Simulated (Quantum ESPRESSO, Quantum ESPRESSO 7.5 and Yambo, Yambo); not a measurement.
# How the form of the self-energy moves the gap of BeTe (F-43m)

How much does the gap of BeTe (F-43m) depend on the approximation to the self-energy?

Calculated with Quantum ESPRESSO 7.5 and Yambo 5.3.0; PBE and many-body steps on it, plane waves.

Most raw output is cut from this account.

The database entry behind the starting cell differs from later determinations by our own check (an axis about 1.5 % short against later determinations), so it need not match the best structure at ambient conditions.

### 1. Set-up

The structure is cubic, space group F-43m (No. 216). The conventional cell has a = 5.540 Å, b = 5.540 Å, c = 5.540 Å, α = 90.00°, β = 90.00°, γ = 90.00°. Nearest to Be lie 4 Te at 2.40 Å. Te has 4 Be at 2.40 Å nearest. Farther neighbours and most contacts between anions are not listed.

Structure file:

```cif
data_structure
_symmetry_space_group_name_H-M 'P 1'
_symmetry_Int_Tables_number 1
_cell_length_a 3.9174
_cell_length_b 3.9174
_cell_length_c 3.9174
_cell_angle_alpha 60.000
_cell_angle_beta 60.000
_cell_angle_gamma 60.000
_cell_volume 42.51
loop_
_atom_site_label
_atom_site_type_symbol
_atom_site_fract_x
_atom_site_fract_y
_atom_site_fract_z
_atom_site_occupancy
Be1 Be 0.00000 0.00000 0.00000 1
Te2 Te 0.25000 0.25000 0.25000 1
```

The cell and positions come from the Crystallography Open Database and are kept as given unless a step says otherwise. Spin-orbit coupling is left out unless a step names it.

### 2. Empty states on the mesh, 4×4×4 mesh, 515 bands

This step: Quantum ESPRESSO 7.5; DFT, PBE, plane waves, norm-conserving pseudopotentials.

The sums over transitions need many empty states on a uniform mesh; this step solves for them.

pw.in reads:

```
&control
  calculation = 'nscf'
  prefix = 'x'
  outdir = 'o'
  pseudo_dir = 'pseudo'
/
&system
  ibrav = 0
  nat = 2
  ntyp = 2
  ecutwfc = 88.0
  nbnd = 515
  force_symmorphic = .true.
/
&electrons
  conv_thr = 1e-9
  electron_maxstep = 80
  diago_full_acc = .true.
  diago_thr_init = 5e-6
/
ATOMIC_SPECIES
  Be 9.012 Be.upf
  Te 127.6 Te.upf
CELL_PARAMETERS angstrom
  0.0000000000 2.7700000000 2.7700000000
  2.7700000000 0.0000000000 2.7700000000
  2.7700000000 2.7700000000 -0.0000000000
ATOMIC_POSITIONS crystal
  Be 0.0000000000 0.0000000000 0.0000000000
  Te 0.2500000000 0.2500000000 0.2500000000
K_POINTS automatic
  4 4 4 0 0 0
```

Command:

```console
OMP_NUM_THREADS=1 mpirun -n 4 pw.x -nk 4 -in pw.in > pw.out
```

It took 83 s on 4 MPI ranks of Arm Neoverse V1, shared host; peak memory 1 GiB; 5.6 min of CPU time.

Numbers from this step:

```yaml
gap: 1.863 eV
k_of_the_valence_top: 0, 0, 0
k_of_the_conduction_bottom: 0, -0.5, -0.5
least_direct_gap: 3.591 eV
k_points_computed: 8
lowest_point_of_the_top_converged_band_above_the_valence_top: 279.3352 eV
```

On this mesh the gap is 1.863 eV.

The density comes from a self-consistent run that is not shown.

### 3. Conversion and set-up

This step: Yambo 5.3.0; conversion and set-up on PBE, plane waves, norm-conserving pseudopotentials.

The states are converted to the many-body program's format and the q mesh is built.

Command:

```console
(cd o/x.save; p2y > p2y.log; mv SAVE ../..); yambo > setup.log
```

It took 2.7 s on 1 MPI rank; peak memory 0.25 GiB.

### 4. G0W0, Godby-Needs plasmon pole

Now the one-shot GW correction: screening in the RPA, then the self-energy of the levels asked for.

This step: G0W0 on PBE, plane waves, norm-conserving pseudopotentials.

gw2.in reads:

```
HF_and_locXC
gw0
dyson
ppa
em1d
rim_cut
RandQpts= 1000000
RandGvec= 1 RL
EXXRLvcs= 88 Ry
VXCRLvcs= 352 Ry
Chimod= "HARTREE"
% BndsRnXp
 1 | 218 |
%
NGsBlkXp= 17 Ry
% LongDrXp
 1 | 1 | 1 |
%
% GbndRnge
 1 | 218 |
%
DysSolver= "n"
ExtendOut
PPAPntXp= 27.21138 eV
% QPkrange
 1 | 1 | 13 | 16 |
 7 | 7 | 13 | 16 |
%
```

Command:

```console
OMP_NUM_THREADS=1 mpirun -n 4 yambo -F gw2.in -J gw2 -C gw2 > gw2.log
```

It took 4.9 min on 4 MPI ranks; peak memory 1.9 GiB.

Numbers from this step:

* G0W0 gap on the points computed: 2.716 eV
* starting gap on the mesh: 1.863 eV
* k of the valence top: 0, 0, 0
* k of the conduction bottom: 0, -0.5, -0.5
* least direct G0W0 gap on the computed points: 4.680 eV
* Z at the valence top: 0.8077
* Z at the conduction bottom: 0.8197

The gap on the mesh goes from 1.86 eV to 2.72 eV, a correction of +0.85 eV.

### 5. One-shot COHSEX

This step: one-shot COHSEX on PBE, plane waves, norm-conserving pseudopotentials.

gw4.in reads:

```
HF_and_locXC
gw0
dyson
cohsex
em1s
rim_cut
RandQpts= 1000000
RandGvec= 1 RL
EXXRLvcs= 88 Ry
VXCRLvcs= 352 Ry
Chimod= "HARTREE"
% BndsRnXs
 1 | 218 |
%
NGsBlkXs= 17 Ry
% LongDrXs
 1 | 1 | 1 |
%
% GbndRnge
 1 | 218 |
%
DysSolver= "n"
ExtendOut
% QPkrange
 1 | 1 | 13 | 16 |
 7 | 7 | 13 | 16 |
%
```

Command:

```console
OMP_NUM_THREADS=1 mpirun -n 4 yambo -F gw4.in -J gw4 -C gw4 > gw4.log
```

The job ended after 2.4 min (4 MPI ranks; peak memory 1.8 GiB; 9.5 min of CPU time).

This step gave:

| Property | Result |
| --- | --- |
| quasiparticle gap on the points computed | 3.479 eV |
| starting gap on the mesh | 1.863 eV |
| k of the valence top | 0, 0, 0 |
| k of the conduction bottom | 0, -0.5, -0.5 |
| least direct quasiparticle gap on the computed points | 5.312 eV |
| Z at the valence top | 1 |
| Z at the conduction bottom | 1 |

Against G0W0 in Yambo (4×4×4 mesh, 218 bands, screening to 231.3 eV, Godby-Needs plasmon pole), the gap moves by +0.763 eV.

### 6. One-shot Hartree-Fock

This step: one-shot Hartree-Fock on PBE, plane waves, norm-conserving pseudopotentials.

gw5.in reads:

```
HF_and_locXC
rim_cut
RandQpts= 1000000
RandGvec= 1 RL
EXXRLvcs= 88 Ry
VXCRLvcs= 352 Ry
% QPkrange
 1 | 1 | 13 | 16 |
 7 | 7 | 13 | 16 |
%
```

Command:

```console
OMP_NUM_THREADS=1 mpirun -n 4 yambo -F gw5.in -J gw5 -C gw5 > gw5.log
```

The job ended after 6.7 s (4 MPI ranks; peak memory 1.6 GiB).

Numbers from this step:

* quasiparticle gap on the mesh: 7.433 eV
* starting gap on the mesh: 1.863 eV
* k of the valence top: 0, 0, 0
* k of the conduction bottom: 0, -0.5, -0.5
* least direct quasiparticle gap on the computed points: 9.823 eV

Against G0W0 in Yambo (4×4×4 mesh, 218 bands, screening to 231.3 eV, Godby-Needs plasmon pole), the gap moves by +4.717 eV.

### 7. The runs together

Times are wall times on 4 MPI ranks of Arm Neoverse V1, shared host, good to a factor of about two.

```
                           run   mesh  bands  screening cutoff (eV)  DFT gap (eV)  gap on the mesh (eV)  direct (eV)     time
G0W0, Godby-Needs plasmon pole  4×4×4    218                  231.3         1.863                 2.716        4.680  4.9 min
               one-shot COHSEX  4×4×4    218                  231.3         1.863                 3.479        5.312  2.4 min
         one-shot Hartree-Fock  4×4×4      -                      -         1.863                 7.433        9.823    6.7 s
```

### 8. Results

```json
{
 "G0W0, Godby-Needs plasmon pole": "2.716 eV",
 "one-shot COHSEX": "3.479 eV",
 "one-shot Hartree-Fock": "7.433 eV",
 "known limits": "not at the basis limit; no spin-orbit coupling; coarse k mesh"
}
```

In words: One-shot COHSEX: +0.763 eV against G0W0, Godby-Needs plasmon pole. One-shot Hartree-Fock: +4.717 eV against G0W0, Godby-Needs plasmon pole. Bare exchange alone opens the gap to 7.43 eV; against G0W0, correlation takes back 4.72 eV. Static COHSEX lies above G0W0: it lacks the factor Z and overstates the Coulomb hole of the filled states. Bands and cutoff are finite, so the gap is not at the basis limit. The miss can reach some tenths of an eV and take either sign; the mesh is an error of its own. The 4×4×4 mesh is coarse for this cell, which bears on the long-range parts of exchange and screening. The many-body steps are scalar-relativistic: spin-orbit coupling is not in them.

[Paths, hosts, dates, memory and timing lines, banners, echoed tables and standing remarks are left out of the program output.]

[Logs are printed without paths, hosts, clocks, repeated set-up lines and the standing remarks that a program may print on its own settings, such as how far it seeks lower states.]

[Runs of the session that timed out or met a known fault of the program may be left out.]

[Hosts, paths, dates, database ids (printed as entryN), source tags and the programs' standing remarks are cut or masked in the printed files.]
